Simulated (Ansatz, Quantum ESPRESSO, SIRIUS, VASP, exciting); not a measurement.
# Sb: 6 runs at one level of theory

```
Sb
1.0
    -0.01676    2.38071    2.40165
     2.36975    0.04435    2.34054
     2.40963    2.35947    0.00447
Sb
1
Direct
  0.99246 0.01309 0.98926
```

This isn't the form of Sb at room conditions, which is rhombohedral.

The given cell was strained at random by a few per cent at fixed volume.

Alike in all runs: task single point; functional PBEsol; k mesh 10 × 10 × 10; occupations fermi-dirac, width 0.05 eV; no spin polarisation; no spin-orbit coupling. Pressure is positive in compression and, in plane waves, holds the error of the finite cutoff, which Ansatz's Pulay term estimates and takes out.

```tsv
program and potentials	plane-wave cutoff (eV)	notes	band gap (eV)	pressure (GPa)	energy over the undisturbed cell (meV/atom)
Ansatz, Ansatz PAW	420	potentials made for PBE, which Ansatz adapts in part; 15 valence electrons an atom on average; Pulay term of +0.04 GPa included	no gap	-1.32	-2.02
exciting, all-electron LAPW+lo, shipped species files, valence relativity iora*	-	-	no gap	-	-1.88
SIRIUS, PseudoDojo 0.4.1 PBEsol standard (scalar relativistic)	1102	15 valence electrons an atom on average	no gap	-1.30	-
Quantum ESPRESSO, GBRV 1.5 PBEsol	612	15 valence electrons an atom on average	no gap	-1.45	-1.96
Ansatz, all-electron LAPW, scalar-relativistic	-	-	no gap	-1.31	-
VASP, PBE PAW files Sb, 520 eV	520	potentials made for PBE; 5 valence electrons an atom on average	no gap	-1.35	-
```

None finds a gap. The pressure spans -1.45 (Quantum ESPRESSO, GBRV 1.5 PBEsol) to -1.30 GPa (SIRIUS, PseudoDojo 0.4.1 PBEsol standard (scalar relativistic)), with all-electron results at -1.31.

Differences between rows come from potentials, basis sets and numerical settings, since the functional is the same but for its coding. Runs on potential files found faulty are left out.

The absence of a gap follows from electron counting: with one atom per cell, antimony's odd number of electrons must leave a band partly filled when spin is not polarised. The rhombohedral ground state doubles the cell and pairs the atoms into short and long bonds, which depletes the states near the Fermi level and leaves a semimetal.

The lattice vectors describe a slightly distorted face-centred cubic cell, and every energy listed falls on straining. Since cubic symmetry forbids a first-order energy change at fixed volume, this suggests that the undisturbed lattice is unstable to shear, as might be expected of an element whose p electrons favour directional bonds over close packing. The negative pressures show that the cell is stretched and would tend to contract.

VASP, with only 5 valence electrons, lies close to the all-electron pressure, so explicit 4d electrons seem to matter little here. The lower GBRV value probably reflects the potential's construction or residual basis error. A single strain doesn't establish where the distortion would end.
